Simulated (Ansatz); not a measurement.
Crystal: Ta2N.

```xyz
3
Lattice="3.1129 0.0000 0.0000 -1.5564 2.6958 0.0000 0.0000 0.0000 4.8698" Properties=species:S:1:pos:R:3 pbc="T T T"
Ta    0.0000    1.7972    1.2404
Ta    1.5564    0.8986    3.6294
N     0.0000    0.0000    0.0000
```

The cell comes from a database or a generator and needn't be the stable form of this composition.

| Item | Value |
| --- | --- |
| Program | Ansatz 0.2.0 |
| Task | relaxation of cell and atoms |
| Functional | revPBE |
| Dispersion | D3(BJ) |
| Potentials or basis | Ansatz PAW |
| Cutoff | 420 eV (not typed: the program's choice for these potentials) |
| k mesh | 10 × 10 × 6 |
| Occupations | fermi-dirac, width 0.05 eV |
| Spin | no spin polarisation |

At the start: volume 13.62 Å³/atom.

How do energy, volume and symmetry change on relaxing?

It ends after 8 steps and the volume is 13.11 Å³/atom (-3.8 %); space group P-3m1 (No. 164, to 0.05 Å).

Step by step:
| step | energy change (eV) | largest force (eV/Å) | volume (Å³) |
| --- | --- | --- | --- |
| 1 | 0.0000 | 0.0918 | 40.87 |
| 2 | -0.0506 | 0.0270 | 39.77 |
| 3 | -0.0559 | 0.0378 | 39.31 |
| 4 | -0.0559 | 0.0096 | 39.34 |
| 5 | -0.0559 | 0.0006 | 39.34 |
| 6 | -0.0538 | 0.0005 | 39.34 |
| 7 | -0.0538 | 0.0002 | 39.32 |
| 8 | -0.0538 | 0.0001 | 39.32 |

Final structure:
```
Ta N
1.0
     3.05764    0.00000    0.00000
    -1.52882    2.64799    0.00000
     0.00000    0.00000    4.85698
Ta N
2 1
Direct
  0.33333 0.66667 0.25777
  0.66667 0.33333 0.74223
  0.00000 0.00000 0.00000
```

Caveat: the plane-wave basis is chosen anew once the cell has moved, so the energies of steps on either side of that aren't comparable; pairwise dispersion overbinds metals, which lowers pressure and volume; the PAW data sets come from PBE, with cores solved anew for the run's functional, which leaves a small shift of forces and pressure.
